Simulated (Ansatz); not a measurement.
# HC18: the cost of one run

Program: Ansatz 0.2.0. Level of theory: DFT PBE+D3(BJ), plane waves, PAW, scalar-relativistic, collinear spin. These are calculated values, not measurements.

**1. Starting point**

The cell holds 19 atoms (C18H): a = 7.398 Å, b = 7.398 Å, c = 13.000 Å, α = 90.00°, β = 90.00°, γ = 120.00°.

The coordinates stand in the first input below.

**2. Relaxing end A**

Input file input.yaml:

```yaml
crystal:
  lattice:
    - [7.398, 0.0, 0.0]
    - [-3.699, 6.406856, 0.0]
    - [0.0, 0.0, 13.0]
  atoms:
    - { symbol: C, position: [0.0, 0.0, 0.0769231] }
    - { symbol: C, position: [0.2222222, 0.1111111, 0.0769231] }
    - { symbol: C, position: [0.0, 0.3333333, 0.0769231] }
    - { symbol: C, position: [0.2222222, 0.4444444, 0.0769231] }
    - { symbol: C, position: [0.0, 0.6666667, 0.0769231] }
    - { symbol: C, position: [0.2222222, 0.7777778, 0.0769231] }
    - { symbol: C, position: [0.3333333, 0.0, 0.0769231] }
    - { symbol: C, position: [0.5555556, 0.1111111, 0.0769231] }
    - { symbol: C, position: [0.3333333, 0.3333333, 0.0769231] }
    - { symbol: C, position: [0.5555556, 0.4444444, 0.0769231] }
    - { symbol: C, position: [0.3333333, 0.6666667, 0.0769231] }
    - { symbol: C, position: [0.5555556, 0.7777778, 0.0769231] }
    - { symbol: C, position: [0.6666667, 0.0, 0.0769231] }
    - { symbol: C, position: [0.8888889, 0.1111111, 0.0769231] }
    - { symbol: C, position: [0.6666667, 0.3333333, 0.0769231] }
    - { symbol: C, position: [0.8888889, 0.4444444, 0.0769231] }
    - { symbol: C, position: [0.6666667, 0.6666667, 0.0769231] }
    - { symbol: C, position: [0.8888889, 0.7777778, 0.0769231] }
    - { symbol: H, position: [0.2328064, 0.2779875, 0.1453846], spin: 1.0 }
magnetization:
  spin_polarized: true
basis:
  ecutwfc: 420.0
kpoints:
  mp_grid: { grid: [2, 2, 1] }
hamiltonian:
  xc: pbe
  dispersion: d3bj
scf:
  occupations: { method: fermi_dirac, width: 0.02 }
  lower_state_search: "off"
relax:
  f_tol: 0.03
  max_steps: 60
  adjacent_minimum: "off"
output:
  write_density: true
  write_potential: true
  elf: true
  volumetric_format: npy
```

Started as:

```console
$ ansatz run input.yaml --threads 2 --pin off --max-ram 5120MiB --backend cpu --events-out ev --progress --plain --runs-dir out
```

What time and memory should one allow on 2 threads of Intel Xeon Platinum 8488C (Sapphire Rapids), shared host?

About 4.8 min, with a peak of 1.2 GiB.
